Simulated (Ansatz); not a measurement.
# HfC (Fm-3m) in Ansatz: further runs, part 2 of 2

Ansatz 0.2.0. Earlier steps stand in the parts before.

### 5 Relaxation of cell and atoms, RPBE

The input, input.yaml:

```yaml
crystal:
  lattice:
    - [0.0, 2.325, 2.325]
    - [2.325, 0.0, 2.325]
    - [2.325, 2.325, 0.0]
  atoms:
    - { symbol: Hf, position: [0.5, 0.5, 0.5] }
    - { symbol: C, position: [0.0, 0.0, 0.0] }
kpoints:
  mp_grid: { grid: [10, 10, 10] }
scf:
  occupations: { method: fermi_dirac, width: 0.05 }
hamiltonian:
  xc: rpbe
  pseudopotentials: { kind: all_electron, lapw: { basis_error: 0.001 } }
output:
  forces: true
  stress: true
relax:
  f_tol: 0.01
  max_steps: 60
  cell: {}
```

Started as:

```sh
$ ansatz run input.yaml --threads 1 --pin off --max-ram 3072MiB --backend cpu --events-out ev --progress --plain --runs-dir out
```

Run time: 31 s. Hardware: 1 thread of Arm Neoverse V2, shared host; peak memory 0.33 GiB.

It converged, with:

| Item | Value |
| --- | --- |
| Free energy | -411302.6018 eV |
| Relaxed volume | 12.80 Å³/atom |
| Relaxed cell | a = 3.309 Å, b = 3.309 Å, c = 3.309 Å, α = 60.00°, β = 60.00°, γ = 60.00° |
| Space group after relaxing (to 0.05 Å) | Fm-3m (No. 225) |
| Energy gained by relaxing | 3.1 meV/atom |
| Ionic steps | 5 |
| Pressure after relaxing | 0.0 GPa |

The path:
```tsv
step	energy change (eV)	largest force (eV/Å)	volume (Å³)
1	0.0000	0.0000	25.14
2	-0.0032	0.0000	25.95
3	-0.0063	0.0000	25.62
4	-0.0063	0.0000	25.61
5	-0.0063	0.0000	25.61
```

Final structure:
```
Hf C
1.0
     0.00000    2.33948    2.33948
     2.33948    0.00000    2.33948
     2.33948    2.33948    0.00000
Hf C
1 1
Direct
  0.50000 0.50000 0.50000
  0.00000 0.00000 0.00000
```

The run has no spin-orbit coupling, so splittings on Hf are missing. Zero-point motion and thermal expansion aren't in these numbers.

### 6 Relaxation of cell and atoms, revPBE

input.yaml, as its differences from that of step 5:

```diff
@@ -13,3 +13,3 @@
 hamiltonian:
-  xc: rpbe
+  xc: revpbe
   pseudopotentials: { kind: all_electron, lapw: { basis_error: 0.001 } }
@@ -19,3 +19,3 @@
 relax:
-  f_tol: 0.01
+  f_tol: 0.005
   max_steps: 60
```

Potentials or basis: all-electron LAPW, scalar-relativistic.

Started as:

```sh
$ ansatz run input.yaml --threads 1 --pin off --max-ram 3072MiB --backend cpu --events-out ev --progress --plain --runs-dir out
```

Standard output:

```text
Warning: RAYON_NUM_THREADS=1 ignored (pool sized by the plan → 1); use --threads N
The last accepted step is kept in <dir> (removed where the run ends without a failure and the disk answers)
LAPW: plane waves up to 9.215 Å⁻¹, error target 1.0e-3 eV per atom; small_component_spin mean_spin; C in spheres of 0.921 Å, 6 of its electrons in bands, Dirac shells []; Hf in spheres of 1.334 Å, 42 of its electrons in bands, Dirac shells [] (how accurate: hamiltonian.pseudopotentials.lapw.basis_error, Limitations)
Engine: ansatz 0.2.0, aarch64-unknown-linux-gnu
Pseudopotentials: kind: all_electron
Pseudopotential: Hf, LAPW, valence charge 42, lapw/all_electron/scalar/gaussian/Hf, Koelling and Harmon's equation, gaussian nucleus
Pseudopotential: C, LAPW, valence charge 6, lapw/all_electron/scalar/gaussian/C, Koelling and Harmon's equation, gaussian nucleus
Functional definition: revPBE
  parameter kappa = 1.245
  parameter beta = 0.06672455060314922
  exchange = pbe_x(kappa = kappa, mu = beta*pi^2/3)
  correlation = pbe_c(beta = beta)
Crystal: 2 atoms, lattice volume = 25.136 Å³
Basis set: ecut = 323.5467167849528 eV, 331 PW (Γ), exchange–correlation at level 2
Bands: 29, of which v1, the nominal top of the filled ones, is band 24 counted from 1 (23 counted from 0)
Symmetry: 48 space group operations
Space group: Fm-3m (ITA 225), of the structure as read, at distance tolerance 2.9e-5 Å
k-points: 47 of 1000
Non-local potential: Hf, projectors of the file, none
Non-local potential: C, projectors of the file, none
Initial density: superposition of atomic densities (chi_scale 0.1, normalization cell, long waves kept (reshape's long-wave potential 0.00 eV rms))
Initial wavefunctions: plane waves of lowest kinetic energy (no species holds an atomic orbital)
Functional: x = revpbe(κ = 1.245, μ = 0.2195149727645171), c = pbe(β = 0.06672455060314922)
iter 1 solved again at ethr=1.27e-2 eV; its pass at ethr=1.00e-1 eV (dr2=6.10e0 eV) is discarded
SCF iter   1: F=—  HF=-411300.622584 eV  |F-HF|=—  |Δ(HF+E_count)|=         —  Δρ=1.30e-1  dr2=6.10e0  ethr=1.27e-2  ⟨swp⟩=2.0  Hψ=8257  notcnv=0
preconditioner: auto → none  [insulator: Δε(μ)=0.363 eV  Ē_g=18.140 eV  σ=0.050 eV  W_gap=0.67  n_scr=14 (ndim 8)  ℏωp=39.2 eV  f_vac=0.000  D(μ)=0.17/eV (n_scr^D=0)  ε∞_Penn≈5.7]
SCF iter   2: F=—  HF=-411299.661365 eV  |F-HF|=—  |Δ(HF+E_count)|=   9.61e-1  Δρ=8.14e-2  dr2=2.10e0  ethr=1.27e-2  ⟨swp⟩=3.0  Hψ=4190  notcnv=0
iter 3 solved again at ethr=5.29e-5 eV; its pass at ethr=4.37e-3 eV (dr2=2.54e-2 eV) is discarded
SCF iter   3: F=—  HF=-411298.678945 eV  |F-HF|=—  |Δ(HF+E_count)|=   9.82e-1  Δρ=1.26e-2  dr2=2.54e-2  ethr=5.29e-5  ⟨swp⟩=2.0  Hψ=7172  notcnv=0
SCF iter   4: F=—  HF=-411298.678153 eV  |F-HF|=—  |Δ(HF+E_count)|=         —  Δρ=5.57e-3  dr2=5.51e-3  ethr=5.29e-5  ⟨swp⟩=2.0  Hψ=3998  notcnv=0
the basis was enlarged: its passes take 204.7 KiB over the memory plan, 1 of 1 planned eigensolver slots
[... 37 lines left out ...]
preconditioner: auto → Kerker (q_TF=auto, 3.032 Å⁻¹)  [metal: Δε(μ)=0.133 eV  Ē_g=18.922 eV  σ=0.050 eV  W_gap=0.46  n_scr=14 (ndim 8)  ℏωp=38.9 eV  f_vac=0.000  D(μ)=0.35/eV (n_scr^D=0)]
SCF iter   2: F=-411298.681737 eV  HF=-411298.681737 eV  |F-HF|=1.40e-9  |Δ(HF+E_count)|=   2.02e-7  Δρ=3.59e-6  dr2=2.73e-9  ethr=1.05e-11  ⟨swp⟩=3.0  Hψ=4160  notcnv=0
SCF 4 converged in 2 iterations: F = -411298.681737 eV  dr2 = 2.73e-9
relax step   4: F+E_penalty+E_count = -411298.68173690 eV  Δ(F+E_penalty+E_count) = -1.084e-6 eV  max|allowed force component| = 4.437e-31 eV/Å  Δτ_max = 0.0000 Å  P = -0.046 GPa  Ω = 25.493 Å³  stress off target by 4.60e-2 GPa  SCF on the basis re-selected at this cell (its energy is not comparable with the rows above)  (2 SCF iters)
basis re-selected at this cell: Δ(F+E_penalty+E_count) = -1.084e-6 eV, ΔP = -0.000 GPa vs the last step (what re-selecting the basis moved, after the strain that the cell walked since its last selection, with what the two solves' SCF thresholds leave and, on support functions, any second-order correction that the steps lacked; it is no measure of the basis error at this ecutwfc). This SCF's stress stands 4.60e-2 GPa from its target on what of the cell is left free (relax.cell.stress_tol is 5.00e-2 GPa) and its largest allowed force component is 4.44e-31 eV/Å (relax.f_tol is 5.00e-3 eV/Å): within both
SCF converged after 2 iterations
Free energy (F): -411298.681737 eV
Harris-Foulkes:  -411298.681737 eV  (|F-HF|=1.40e-9)
Internal energy: -411298.678860 eV  (E = F + TS)
E sigma→0 (E₀):  -411298.680298 eV
Entropy (-TS):   -0.002877 eV (-1.438 meV/atom)
Fermi energy:    20.301318 eV
--- Per-component energies (eV) ---
  E_band       = -4294.842087
  E_kinetic    = 457529.089911
  E_xc         = -8572.993553
  E_electrostatic = -860254.775218  (all electrons and nuclei)
  E_smearing   = -0.002877  (= −TS)
  E_closure    = 0.000000  (closes the sum)
  E_atoms      = -411281.032093  (free atoms, spherical and without spin; not in F)
  Σ components = -411298.681737   (vs F -411298.681737, Δ=0.00e0)
  Basis errors (estimates in eV, not in F): energy 3.7e-4 per atom: plane waves 3.3e-4 (1.9e-4 summed), levels above the bands 1.1e-31, relativity 7.3e-8, radial functions 3.6e-5, core shells 2.1e-7; eigenvalues (radial functions only) 2.2e-6; not estimated: angular momenta, meshes, grids; target (lapw.basis_error) 1.0e-3; muffin-tin radii C 0.926 Å, Hf 1.340 Å
--- Forces (eV/Å), atoms counted from 1 ---
  atom   1  Hf     0.00000000    -0.00000000    -0.00000000
  atom   2  C      0.00000000     0.00000000    -0.00000000
  max |Σ_I F_I| component: 3.69e-31 eV/Å
--- Stress (GPa, compression-positive) ---
       -0.045960      -0.000000      -0.000000
       -0.000000      -0.045960      -0.000000
       -0.000000      -0.000000      -0.045960
  P = ⅓ Tr σ = -0.0460 GPa (-0.460 kbar)
--- Relaxed structure (3 steps of the walk, 3 accepted, 1 SCFs on fresh bases) ---
  F+E_penalty+E_count = -411298.68173690 eV   max|allowed force component| = 4.437e-31 eV/Å   (the final SCF, on the basis selected at the relaxed cell)
  cell:  # Å, volume = 25.4931 Å³
    - [6.878752244409045e-34, 2.3359526008624445, 2.3359526008624445]
    - [2.3359526008624445, 1.6050421903621107e-33, 2.3359526008624445]
    - [2.3359526008624445, 2.3359526008624445, 2.2419636944740594e-33]
  atoms:
    - { symbol: Hf, position: [0.5, 0.5, 0.5] }
    - { symbol: C, position: [-3.235769395809632e-36, 2.804333476367753e-36, 4.961513073574893e-36] }
```

It took 28 s on 1 thread of Arm Neoverse V2, shared host; peak memory 0.33 GiB.

What came out:

```yaml
Free_energy: -411298.6817 eV
Relaxed_volume: 12.75 Å³/atom
Relaxed_cell: a = 3.304 Å, b = 3.304 Å, c = 3.304 Å, α = 60.00°, β = 60.00°, γ = 60.00°
Space_group_after_relaxing_to_0.05_Å: Fm-3m (No. 225)
Energy_gained_by_relaxing: 1.8 meV/atom
Ionic_steps: 4
Pressure_after_relaxing: 0.0 GPa
```

Step by step:
| step | energy change (eV) | largest force (eV/Å) | volume (Å³) |
| --- | --- | --- | --- |
| 1 | 0.0000 | 0.0000 | 25.14 |
| 2 | -0.0017 | 0.0000 | 25.74 |
| 3 | -0.0035 | 0.0000 | 25.49 |
| 4 | -0.0035 | 0.0000 | 25.49 |

Final structure:
```
Hf C
1.0
     0.00000    2.33595    2.33595
     2.33595    0.00000    2.33595
     2.33595    2.33595    0.00000
Hf C
1 1
Direct
  0.50000 0.50000 0.50000
  0.00000 0.00000 0.00000
```

### 7 The runs side by side

```tsv
task	level	cell	cutoff (eV)	smearing	gap on the mesh (eV)	pressure (GPa)	relaxed volume (Å³/atom)
single point	PBE	as given	303	gaussian 0.029 eV	none	0.3	-
single point	PBEsol	as given	302	gaussian 0.1 eV	none	-6.5	-
single point	PBE	as given	303	gaussian 0.022 eV	none	0.3	-
relaxation of cell and atoms	RPBE	relaxed	-	fermi-dirac 0.05 eV	-	0.0	12.80
relaxation of cell and atoms	revPBE	relaxed	-	fermi-dirac 0.05 eV	-	0.0	12.75
```

Alike in all rows: potentials or basis all-electron LAPW, scalar-relativistic; no spin polarisation; k mesh 10 × 10 × 10; basis error allowed 0.001 eV/atom.

Every run on the cell as given and a fine mesh finds a metal. The pressure there spans -6.5 GPa (PBEsol) to 0.3 GPa (PBE); a positive pressure means that this level wants a larger cell, a negative one a smaller.

Compare energies only between runs with the same functional and basis.
